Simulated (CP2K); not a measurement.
Wanted: the native input for a CP2K 2026.2 run.

| Property | Result |
| --- | --- |
| Task | single point |
| Functional | PBE |
| Potentials or basis | POTENTIAL_UZH Ti GTH-PBE-q12, B GTH-PBE-q3; TZVP-MOLOPT-PBE-GTH basis |
| Density cutoff | 6123 eV |
| k mesh | 10 × 10 × 8 |
| Occupations | fermi-dirac, width 0.05 eV |
| Spin | no spin polarisation |
| SCF solver | diagonalisation with k points |
| Quickstep method | GPW |
| EPS_DEFAULT | 1.0E-10 |
| EPS_SCF | 1.0E-6 |
| MAX_SCF | 100 |
| SCF_GUESS | ATOMIC |
| k points reduced by the point group | yes |
| Mesh centred on Gamma | yes |
| CHOLESKY | OFF |
| EPS_EIGVAL | 1.0E-7 |
| MIXING METHOD | BROYDEN_MIXING |
| MIXING ALPHA | 0.4 |
| NBUFFER | 8 |
| NGRIDS | 5 |
| Basis sets | Ti TZVP-MOLOPT-PBE-GTH-q12, B TZVP-MOLOPT-PBE-GTH-q3 |
| Potentials | Ti GTH-PBE-q12 of POTENTIAL_UZH, B GTH-PBE-q3 of POTENTIAL_UZH |
| ADDED_MOS | [15] |
| REL_CUTOFF (Ry) | 60 Ry |
| MIXING BETA (1/bohr) | 1.5 1/bohr |
| CUTOFF of the grids | 450 Ry |

TiB2:

```
Ti B
1.0
     3.02920    0.00000    0.00000
    -1.51460    2.62336    0.00000
     0.00000    0.00000    3.22840
Ti B
1 2
Direct
  0.00000 0.00000 0.00000
  0.66667 0.33333 0.50000
  0.33333 0.66667 0.50000
```

The input as run:

tib2_scf.inp

```
&GLOBAL
  PROJECT tib2_scf
  RUN_TYPE ENERGY_FORCE
  PRINT_LEVEL LOW
&END GLOBAL
&FORCE_EVAL
  METHOD QS
  STRESS_TENSOR ANALYTICAL
  &DFT
    BASIS_SET_FILE_NAME BASIS_MOLOPT_UZH
    POTENTIAL_FILE_NAME POTENTIAL_UZH
    &MGRID
      CUTOFF 450
      REL_CUTOFF 60
      NGRIDS 5
    &END MGRID
    &QS
      METHOD GPW
      EPS_DEFAULT 1.0E-10
    &END QS
    &KPOINTS
      SCHEME MONKHORST-PACK 10 10 8
      GAMMA_CENTERED T
      SYMMETRY T
      SYMMETRY_BACKEND SPGLIB
    &END KPOINTS
    &SCF
      SCF_GUESS ATOMIC
      EPS_SCF 1.0E-6
      MAX_SCF 100
      ADDED_MOS 15
      CHOLESKY OFF
      EPS_EIGVAL 1.0E-7
      &DIAGONALIZATION ON
        ALGORITHM STANDARD
      &END DIAGONALIZATION
      &MIXING ON
        METHOD BROYDEN_MIXING
        ALPHA 0.4
        BETA 1.5
        NBUFFER 8
      &END MIXING
      &SMEAR ON
        METHOD FERMI_DIRAC
        ELECTRONIC_TEMPERATURE [K] 580.226
      &END SMEAR
    &END SCF
    &XC
      &XC_FUNCTIONAL PBE
      &END XC_FUNCTIONAL
    &END XC
    &PRINT
      &KPOINTS ON
      &END KPOINTS
      &MULLIKEN ON
      &END MULLIKEN
      &MO ON
        ENERGIES T
        OCCUPATION_NUMBERS T
        &EACH
          QS_SCF 0
        &END EACH
        ADD_LAST NUMERIC
      &END MO
      &LOWDIN ON
      &END LOWDIN
      &HIRSHFELD ON
        SHAPE_FUNCTION DENSITY
      &END HIRSHFELD
    &END PRINT
  &END DFT
  &SUBSYS
    &CELL
      ABC 3.0292000000 3.0292000000 3.2284000000
      ALPHA_BETA_GAMMA 90.0000000000 90.0000000000 120.0000000004
      PERIODIC XYZ
    &END CELL
    &COORD
      SCALED
      Ti  0.0000000000 0.0000000000 0.0000000000
      B   0.6666666667 0.3333333333 0.5000000000
      B   0.3333333333 0.6666666667 0.5000000000
    &END COORD
    &KIND Ti
      BASIS_SET TZVP-MOLOPT-PBE-GTH-q12
      POTENTIAL GTH-PBE-q12
    &END KIND
    &KIND B
      BASIS_SET TZVP-MOLOPT-PBE-GTH-q3
      POTENTIAL GTH-PBE-q3
    &END KIND
    &PRINT
      &ATOMIC_COORDINATES ON
      &END ATOMIC_COORDINATES
      &CELL ON
      &END CELL
      &SYMMETRY ON
      &END SYMMETRY
    &END PRINT
  &END SUBSYS
  &PRINT
    &FORCES ON
    &END FORCES
    &STRESS_TENSOR ON
    &END STRESS_TENSOR
  &END PRINT
&END FORCE_EVAL
```

Potentials or basis: POTENTIAL_UZH Ti GTH-PBE-q12, B GTH-PBE-q3; TZVP-MOLOPT-PBE-GTH basis.

Command:

```bash
$ OMP_NUM_THREADS=1 cp2k.psmp -i tib2_scf.inp -o tib2_scf.out
```

Results of the run:

* Pressure: 0.2 GPa
* Band gap on the k mesh: none (metal or under the smearing width)
* Mulliken charges: Ti -0.30; B +0.15 e
* Hirshfeld charges: Ti +0.25; B -0.12 e

Caveat: Mulliken charges move with the basis; the basis of atomic orbitals isn't converged, which shifts pressures, moduli and gaps.

Run time: 2.4 min on 1 thread of Arm Neoverse V1, on a shared host, peak memory 0.37 GiB.
